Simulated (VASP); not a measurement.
A run of VASP 6.6.1 is set up as follows.

INCAR

```
PREC = Accurate
ENCUT = 520
EDIFF = 1E-7
ISMEAR = 1
SIGMA = 0.1
LREAL = False
LASPH = True
NELM = 80
ALGO = Normal
ISIF = 2
LWAVE = False
LCHARG = False
LDIPOL = True
IDIPOL = 3
DIPOL = 0.5 0.5 0.500
GGA = CA
LVHAR = True
LVACPOTAV = True
ICORELEVEL = 1
KPAR = 4
```

The input KPOINTS:

```
Automatic mesh
0
Gamma
  14 10 1
```

Contents of POSCAR:

```
Ag
1.0
    2.8300959000      0.0000000000      0.0000000000
    0.0000000000      4.0023600000      0.0000000000
    0.0000000000      0.0000000000     27.7354315400
Ag
10
Direct
    0.5000000000      0.5000000000      0.2704122300
    0.0000000000      0.0000000000      0.3214317400
    0.5000000000      0.5000000000      0.3724512400
    0.0000000000      0.0000000000      0.4234707400
    0.5000000000      0.5000000000      0.4744902500
    0.0000000000      0.0000000000      0.5255097500
    0.5000000000      0.5000000000      0.5765292600
    0.0000000000      0.0000000000      0.6275487600
    0.5000000000      0.5000000000      0.6785682600
    0.0000000000      0.0000000000      0.7295877700
```

Potentials or basis: VASP PAW LDA potentials, release 64 (Ag).

Run with:

```sh
$ cat potpaw_LDA.64/Ag/POTCAR > POTCAR
$ mpirun -np 4 vasp_std > vasp.out
```

Estimate the largest force.

0.377 eV/Å.

What does it give for the work function of the lower face?

4.63 eV.

What does it give for the work function of the upper face?

4.63 eV.

What does it give for the band gap on the k mesh?

None (metal or under the smearing width).

Core levels (eV, on the scale of the bands):
| atom | levels |
| --- | --- |
| 1 Ag | 1s -25177.4, 2s -3707.2, 2p -3330.2, 3s -674.7, 3p -550.4, 3d -353.0, 4s -88.8, 4p -52.6 |
| 2 Ag | 1s -25177.9, 2s -3707.7, 2p -3330.7, 3s -675.2, 3p -550.9, 3d -353.5, 4s -89.2, 4p -52.9 |
| 3 Ag | 1s -25177.9, 2s -3707.7, 2p -3330.7, 3s -675.3, 3p -550.9, 3d -353.6, 4s -89.3, 4p -53.0 |
| 4 Ag | 1s -25178.0, 2s -3707.7, 2p -3330.8, 3s -675.3, 3p -551.0, 3d -353.6, 4s -89.3, 4p -53.0 |
| 5 Ag | 1s -25178.0, 2s -3707.7, 2p -3330.7, 3s -675.3, 3p -550.9, 3d -353.6, 4s -89.3, 4p -53.0 |
| 6 Ag | 1s -25178.0, 2s -3707.7, 2p -3330.7, 3s -675.3, 3p -550.9, 3d -353.6, 4s -89.3, 4p -53.0 |
